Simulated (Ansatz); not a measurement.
The structure below was relaxed with PBEsol (Ansatz, an electronic-structure program, PAW, no spin-orbit coupling), at pressure 22.5 GPa.

```
ZnTe
1.0
    0.00000     2.79063     2.79063
    2.79063     0.00000     2.79063
    2.79063     2.79063     0.00000
Te Zn
1 1
Direct
  0.75000   0.75000   0.75000
  0.00000   0.00000   0.00000
```

Question: Find the space group and the Wyckoff positions.

Answer: Space group F-43m (No. 216); a = b = c = 5.581 Å, α = β = γ = 90.00°

```tsv
atom	site	symmetry	x	y	z
Te	4c	-43m	0.2500	0.2500	0.2500
Zn	4a	-43m	0.0000	0.0000	0.0000
```

Question: Describe the coordination.

Answer: The crystal has 8 atoms in its conventional cell. Conventional cell: a = b = c = 5.5813 Å, α = β = γ = 90.00°. Te is coordinated by 4 Zn at 2.417 Å (tetrahedral). Zn is coordinated by 4 Te at 2.417 Å (tetrahedral). (Neighbours: up to the widest gap in distance over summed covalent radii, below 1.35, at either atom; cation-cation and far metal-metal contacts left out.)

With Te present, leaving out spin-orbit coupling can change the band edges. Load acts through the strain it causes; cell and atoms are relaxed under it. Whether these cells are dynamically stable was not tested. Measured, ZnTe leaves this structure (for cinnabar) near 9.5 GPa (temperature not stated; as listed in Datta, Sujoy, Jana, Debnarayan, arXiv (2020)), on rising pressure, with hysteresis. The cell was made from ZnTe in the zinc blende structure (space group F-43m, No. 216) by this change: pressure 22.5 GPa.
